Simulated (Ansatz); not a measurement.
# Varying the input for SrO

The reference input for Ansatz (plane-wave DFT with PAW):

```yaml
crystal:
  lattice:
    - [4.2754662656, 0.0, 0.0]
    - [-2.1377331328, 3.702662399, 0.0]
    - [0.0, 0.0, 5.15559499]
  atoms:
    - { symbol: Sr, position: [0.33333333, 0.66666667, 0.9381277] }
    - { symbol: Sr, position: [0.66666667, 0.33333333, 0.4381277] }
    - { symbol: O, position: [0.33333333, 0.66666667, 0.4368723] }
    - { symbol: O, position: [0.66666667, 0.33333333, 0.9368723] }
basis:
  ecutwfc: 420
kpoints:
  mp_grid: { grid: [6, 6, 4] }
hamiltonian:
  xc: pbe
scf:
  occupations: { method: gaussian, width: 0.1 }
output:
  forces: true
  stress: true
  eigenvalues: true
```

Command:

```bash
ansatz run input.yaml --threads 1 --pin off --max-ram 1331MiB --backend cpu --events-out ev --progress --plain --runs-dir out
```

The run converges in 6 SCF iterations on 21 irreducible k-points: pressure 0.90 GPa, largest force 0.013 eV/Å, gap on the sampled k-points 2.65 eV.

These settings were drawn at random to show what each does; none of the numbers is a converged property of the crystal. Each trial's input is given as a difference from the reference's; energies are extrapolated to zero smearing where there is one, and pressure is positive in compression.

Trial 1:

```diff
 basis:
-  ecutwfc: 420
+  ecutwfc: 300
 hamiltonian:
+  hubbard: { sites: [{ species: O, l: p, u_eff: 1.8 }] }
```

The run converges in 8 SCF iterations on 21 irreducible k-points: pressure 0.21 GPa, largest force 0.013 eV/Å, gap on the sampled k-points 3.15 eV. It warns that the cutoff lies under the recommended one, 420 eV for these potentials. Under a U the state reached may not be the lowest.